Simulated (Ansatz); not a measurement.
One geometry of Hf$_{2}$Si, one setting changed: spin–orbit coupling

Method: DFT PBEsol, plane waves, PAW (Ansatz). The atoms stay where they are, in a cell that isn't relaxed at these levels; pressure is positive in compression. “Off” is scalar-relativistic.

```
Hf Si
1.0
    -3.27535    3.27535    2.58282
     3.27535   -3.27535    2.58282
     3.27535    3.27535   -2.58282
Hf Si
4 2
Direct
  0.84351 0.65649 0.50000
  0.34351 0.84351 0.18703
  0.15649 0.34351 0.50000
  0.65649 0.15649 0.81297
  0.75000 0.75000 0.00000
  0.25000 0.25000 0.00000
```

* plane-wave cutoff: 420 eV
* Γ-centred k-mesh: 10×10×10
* occupation rule: Gaussian smearing, 0.1 eV

```
spin–orbit coupling gap on mesh (eV) P (GPa) largest force (eV/Å)
                off metal     -2.4                 0.044
```

**Question.** What do the runs give for on?

**Answer.** They give:

| spin–orbit coupling | gap on mesh (eV) | P (GPa) | largest force (eV/Å) |
| --- | --- | --- | --- |
| on | metal | -2.7 | 0.052 |